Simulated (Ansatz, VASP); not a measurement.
## MgO: VASP beside Ansatz

The input INCAR:

```
SYSTEM = MgO
PREC = Accurate ; ENCUT = 520
EDIFF = 1E-7 ; ISMEAR = 0
SIGMA = 0.05 ; LREAL = .FALSE.
LASPH = .TRUE. ; NELM = 100
ALGO = Normal ; ISIF = 2
LWAVE = .FALSE. ; LCHARG = .FALSE.
GGA = PS ; NBANDS = 16
```

File KPOINTS:

```
regular mesh
0
G
  9 9 6
  0 0 0
```

The input POSCAR:

```
MgO
1.0
    3.4769000000      0.0000000000      0.0000000000
   -1.7384500000      3.0110837264      0.0000000000
    0.0000000000      0.0000000000      5.4209000000
Mg O
2 2
Direct
    0.3333333333      0.6666666667      0.0036583380
    0.6666666667      0.3333333333      0.5036583380
    0.3333333333      0.6666666667      0.4009416620
    0.6666666667      0.3333333333      0.9009416620
```

Input for Ansatz:

```yaml
crystal:
  lattice:
    - [3.4769, 0.0, 0.0]
    - [-1.73845, 3.0110837264, 0.0]
    - [0.0, 0.0, 5.4209]
  atoms:
    - { symbol: Mg, position: [0.3333333333, 0.6666666667, 0.003658338] }
    - { symbol: Mg, position: [0.6666666667, 0.3333333333, 0.503658338] }
    - { symbol: O, position: [0.3333333333, 0.6666666667, 0.400941662] }
    - { symbol: O, position: [0.6666666667, 0.3333333333, 0.900941662] }
basis:
  ecutwfc: 520.0
kpoints:
  mp_grid: { grid: [9, 9, 6] }
hamiltonian:
  xc: pbesol
  pseudopotentials: { kind: paw, azcp: { folder: soft_1 } }
scf:
  occupations: { method: gaussian, width: 0.05 }
output:
  forces: true
  stress: true
  eigenvalues: true
```

Alike in both runs: task single point; functional PBEsol; k mesh 9 × 9 × 6; occupations gaussian, width 0.05 eV; no spin polarisation.

```csv
,VASP,Ansatz
version,VASP 6.6.1,Ansatz 0.2.0
potentials or method,"VASP PAW PBE potentials, release 64 (Mg, O)","scalar-relativistic, plane waves, PAW"
plane-wave cutoff (eV),520,520
valence electrons in the cell,16,32
```

```csv
,VASP,Ansatz,Ansatz less VASP
gap on the k mesh at the Fermi level (eV),2.50,2.51,+0.009
least direct gap on the mesh (eV),2.50,2.51,+0.009
pressure (GPa),-15.2,-14.8,+0.42
largest component of the traceless stress (GPa),0.14,0.18,+0.038
rms of the force components (eV/Å),0.114,0.113,-0.0012
```

Atom by atom the forces differ by 0.001 eV/Å (rms over components). The two sets of potentials don't hold the same shells in valence. Ansatz warned: «pseudo_functional_mismatch».

Caveats: so large a pressure means that the cell lies far from this level's equilibrium, or that cutoff or potentials fall short (VASP); the potentials were made for another functional, which shifts forces and pressure (VASP); an odd mesh through Γ misses points on the zone boundary, where band edges often lie. PBEsol gaps usually lie below the measured ones, often by a third to a half.
